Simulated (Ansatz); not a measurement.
WS2 in Ansatz: convergence with smearing width

WS2:

```
CELL_PARAMETERS angstrom
1.57900 0.91164 6.16333
-1.57900 0.91164 6.16333
0.00000 -1.82327 6.16333
ATOMIC_POSITIONS crystal
W 0.00000 0.00000 0.00000
S 0.58100 0.58100 0.58100
S 0.75030 0.75030 0.75030
```

Measurements of this composition are mostly on another form, of space group No. 194.

```yaml
Program: Ansatz 0.2.0
Task: convergence study
Functional: HSE06
Potentials_or_basis: Ansatz PAW
Cutoff: "420 eV (not typed: the program's choice for these potentials)"
k_mesh: 5 × 5 × 5
Occupations: fermi-dirac, width 0.3 eV
Spin: no spin polarisation
```

These are the settings of the first run; the series varies smearing width, with any setting tied to it.

Hardware: 2 threads of Intel(R) Xeon(R) Processor @ 2.50GHz (Skylake/Cascade Lake) (shared host).

**Question.** The values tried are 0.3 eV, 0.2 eV, 0.15 eV, 0.1 eV, 0.05 eV, 0.025 eV, 0.01 eV, 0.005 eV, loosest first. From which on does the energy stay within 1 meV/atom of the tightest run that finished?

**Answer.** From 0.2 eV on.

```
smearing width  energy less the tightest run, at zero smearing (meV/atom)  pressure (GPa)  largest force (eV/Å)  gap on the mesh (eV)  SCF cycles  CPU time (s)  peak memory (GiB)
        0.3 eV                                                       3.05            0.10                 0.644                 1.630          23           110                1.2
        0.2 eV                                                       0.37            0.06                 0.650                 1.640          23           110                1.2
       0.15 eV                                                       0.07            0.06                 0.650                 1.642          18           110                1.2
        0.1 eV                                                       0.00            0.06                 0.651                 1.642          18           120                1.2
       0.05 eV                                                       0.00            0.06                 0.651                 1.642          18           120                1.2
      0.025 eV                                                       0.00            0.06                 0.651                 1.642          17           110                1.2
       0.01 eV                                                       0.00            0.06                 0.651                 1.642          18           110                1.2
      0.005 eV                                                       0.00            0.06                 0.651                 1.642          17           110                1.2
```

Against the tightest run, the pressure stays within 0.1 GPa from 0.3 eV on; the largest force stays within 0.005 eV/Å from 0.2 eV on; the gap on the mesh stays within 0.01 eV from 0.2 eV on. The tightest run that finished is the yardstick and may itself not be fully converged.

Caveat, for the tightest run too: the k mesh is coarse (spacing up to 0.46 Å⁻¹), so the values aren't converged, least of all with exact exchange; odd divisions of the mesh miss points on the zone boundary, where band edges often lie, so the gap on the mesh can be too wide; spin-orbit coupling is left out, which moves the levels of the heavy elements; the PAW data sets come from PBE, with cores solved anew for the run's functional, which leaves a small shift of forces and pressure; the thresholds are loose for stress.
